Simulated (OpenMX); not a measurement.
# MoS2 under changes of volume

One of the cells (18.083 Å³/atom); the others are scaled copies at fixed shape and fractional positions:

```
CELL_PARAMETERS angstrom
1.59046 0.91825 6.19073
-1.59046 0.91825 6.19073
0.00000 -1.83651 6.19073
ATOMIC_POSITIONS crystal
Mo 0.00000 0.00000 0.00000
S 0.41700 0.41700 0.41700
S 0.25000 0.25000 0.25000
```

Measurements of this composition are mostly on another form, of space group No. 194.

* Program: OpenMX 3.8.5
* Functional: PBE
* Potentials or basis: OpenMX 2013 PBE set, Mo7.0-s3p2d2, S7.0-s2p2d1f1, fixed grid of 30 × 30 × 30 points
* k mesh: 11 × 11 × 11
* Occupations: fermi-dirac, width 0.05 eV
* Spin: no spin polarisation

```csv
volume (Å³/atom),energy over the lowest point (meV/atom),gap on the mesh (eV),largest force (eV/Å)
16.664,?,?,?
17.019,88.92,0.91,1.822
17.373,55.59,0.93,1.416
18.083,13.90,0.95,0.691
18.437,3.84,0.97,0.368
18.792,0.00,0.97,0.112
```

**Question.** What does the run at 16.664 Å³/atom give?

**Answer.** Energy over the lowest point 131.77 meV/atom; gap on the mesh 0.89 eV; largest force 2.260 eV/Å.

Worked out: A Birch-Murnaghan fit of order 3 (a polynomial in V^(-2/3)) to the other rows has its minimum at 18.86 Å³/atom, just outside them, with B0 = V·E''(V) = 130 GPa and B' = 4.9 at fixed shape and positions, which overstates the stiffness. It gives 132.05 meV/atom at 16.664 Å³/atom, against the run's 131.77. A straight line through the other rows of the gap, of slope 0.622 eV per unit of ln V, extrapolates to 0.90 eV, against the run's 0.89.

Energies are extrapolated to zero smearing.

Caveats: an odd mesh through Γ misses points on the zone boundary, where band edges often lie; the basis of atomic orbitals isn't converged, which shifts pressures, moduli and gaps; forces of over 1 eV/Å show positions far from the minimum, so gaps and moduli don't describe the material at rest (some runs). Spin-orbit coupling on Mo is left out.
